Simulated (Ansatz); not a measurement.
# SiO2: field gradients against cell size

Reference cell: a computed structure from the Materials Project (it need not be an observed phase), its atoms then relaxed with PBE in this cell.

Space group R-3m:H (No. 166); a = 13.5970, c = 14.8360 Å, γ = 120.00°.

| site | Wyckoff | site symmetry | x | y | z |
| --- | --- | --- | --- | --- | --- |
| Si | 36i | 1 | 0.8960 | 0.5631 | 0.4383 |
| O13 | 18f | .2 | 0.9298 | 0.5965 | 0.3333 |
| O19 | 18h | .m | 0.7989 | 0.8994 | 0.8756 |
| O25 | 18h | .m | 0.7862 | 0.2138 | 0.4656 |
| O31 | 18g | .2 | 0.0000 | 0.3470 | 0.5000 |

One atom of each set is listed; the run and its k-mesh use a cell of 36 atoms with edges of 9.28, 9.28, 9.28 Å.

Computed with Ansatz: DFT, PBE, plane waves and PAW, scalar-relativistic, 420 eV cutoff, Γ-centred 3×3×3 k-points, Fermi–Dirac smearing 0.02 eV.

The cell is scaled uniformly, and the ions relax again at each size.

```csv
V/V₀,Si V_zz (η),O13 V_zz (η),O19 V_zz (η),O25 V_zz (η),O31 V_zz (η)
0.95,0.86 (0.86),9.14 (0.12),9.31 (0.14),9.03 (0.22),7.94 (0.50)
0.97,?,?,?,?,?
1.00,0.85 (0.90),9.43 (0.16),9.44 (0.09),9.59 (0.18),9.29 (0.24)
```

Problem. Fill in the row for V/V₀ = 0.97 (V_zz in 10²¹ V/m²).

Solution. Si: 0.86 (0.91), O13: 9.24 (0.14), O19: 9.39 (0.08), O25: 9.30 (0.19), O31: 8.42 (0.40). Logarithmic slopes d ln|V_zz|/d ln V over the series: Si -0.1, O13 0.6, O19 0.3, O25 1.1, O31 3.1. Point charges on a uniformly scaled lattice would give −1; atoms that shift within the cell as it changes, and charge that moves in the bonds, make the difference.
